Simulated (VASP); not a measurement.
Runs of VASP 6.6.1 on S. Symmetry: R-3, No. 148, trigonal system. The conventional cell has a = 10.818 Å, b = 10.818 Å, c = 4.280 Å, α = 90.00°, β = 90.00°, γ = 120.00°. S (site symmetry 1) has 2 S at 2.06 Å as nearest neighbours. This isn't the form of S at room conditions, which is orthorhombic, of S8 rings.

```csv
task,level,potentials or basis,cell,cutoff (eV),smearing,gap on the mesh (eV),pressure (GPa),largest force (eV/Å)
single point,RPBE,"VASP PAW PBE potentials, release 64 (S)",as given,500,gaussian 0.05 eV,2.28,4.1,0.29
single point,PBEsol+D3(BJ),"VASP PAW PBE potentials, release 64 (S_GW)",as given,550,gaussian 0.05 eV,2.05,-0.6,(a)
electrostatic potential,vdW-DF2,"VASP PAW PBE potentials, release 64 (S)",as given,520,fermi-dirac 0.05 eV,2.17,5.3,1.09
density of states,PBEsol+D4,"VASP PAW PBE potentials, release 64 (S_h)",volume scaled by 0.92,900,gaussian 0.05 eV,(b),5.4,1.58
```

Alike in all rows: no spin polarisation; k mesh 7 × 7 × 7.

Question: Estimate the missing entries.

Answer: (a) 0.33; (b) 2.26.

Caveats: the PAW data sets were made with another functional, which shifts forces and pressure a little; an odd mesh through Γ misses points on the zone boundary, where band edges often lie.

Runs at the PBE level aren't shown here.
